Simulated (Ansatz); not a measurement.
Li2H5: balancing the decomposition

Method: DFT PBE, scalar-relativistic, plane waves, PAW in Ansatz. Settings: cutoff 420 eV, Γ-centred meshes spaced at most about 0.3 Å⁻¹, and about 0.25 Å⁻¹ or finer for metals (2π included), Gaussian smearing. No spin polarisation.

The zero of energy is the elements' standard structures at the same level (H₂ as a molecule); no fitted shifts are applied.

Temperature and zero-point effects are left out. With hydrogen, zero-point motion can shift formation energies by some tens of meV/atom.

A trial structure of Li2H5 (reached from: B5W2 type (R-3m); relaxed: space group R-3m (No. 166), a = 2.755 Å, c = 18.183 Å) has a formation energy of 0.354 eV/atom. At its composition the lowest mixture among the elements and 1 reference phase computed alike (others may be missing) consists of these:

```tsv
phase	source	ΔE_f (eV/atom)
H2 (gas)	element	0.000
LiH (Fm-3m)	textbook type	-0.417
```

Task: Write the balanced decomposition and find its energy per atom, per formula unit and per mole of formula units.

Result: Balancing Li and H gives 2 Li2H5 → 3 H2 + 4 LiH. The left side holds 14 atoms, and the products take 6/14 (H2) and 8/14 (LiH) of them. The mixture therefore lies at 6/14 × (0.000) + 8/14 × (-0.417) = -0.238 eV/atom. The reaction energy is -0.238 − (0.354) = -0.592 eV/atom. Times 7 atoms that is -4.144 eV per Li2H5, and times 96.485 it is -400 kJ per mole of Li2H5. Decomposition is downhill, so the trial structure is unstable against this mixture. Entropy of the gas would favour the products further at finite temperature.
